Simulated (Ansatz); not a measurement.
# Relaxing Si

Method: Ansatz 0.2.0, DFT r2SCAN, scalar-relativistic, plane waves, PAW. Cutoff 500 eV, Γ-centred k mesh, Gaussian smearing, no spin polarisation in the final step.

Si was placed on the hcp structure type (P6_3/mmc, No. 194), at a guessed volume.

```
CELL_PARAMETERS angstrom
3.15148 0.00000 0.00000
-1.57574 2.72926 0.00000
0.00000 0.00000 5.11502
ATOMIC_POSITIONS crystal
Si 0.33333 0.66667 0.25000
Si 0.66667 0.33333 0.75000
```

Cell and atoms relax at zero pressure; the relaxation can't lower the symmetry of the start. After a coarse first stage the cell is made exact in the group found at 0.06 Å.

Energies count from the standard state of Si at the same level.

**Question.** What does it relax into?

**Answer.** It keeps P6_3/mmc (No. 194). The result has the hcp structure. Conventional cell: a = 2.643 Å, c = 4.534 Å. Around Si lie 12 Si at 2.64–2.73 Å.

```
Si
1.0
     2.64319    0.00000    0.00000
    -1.32159    2.28907    0.00000
     0.00000    0.00000    4.53435
Si
2
Direct
  0.33333 0.66667 0.25000
  0.66667 0.33333 0.75000
```

**Question.** What are its volume, energy, density and gap?

**Answer.** The volume per atom is 13.72 Å³ and the density is 3.40 g/cm³. The energy over the standard structure is 0.69 eV/atom and the gap on the 24×24×12 mesh is 0 eV (a metal).

The final run used a 24×24×12 mesh on its 2-atom cell and 0.10 eV smearing. For metals, differences of a few meV/atom aren't resolved. A structure relaxed within its symmetry needn't be a true minimum. The steps took roughly 70 core-seconds in all.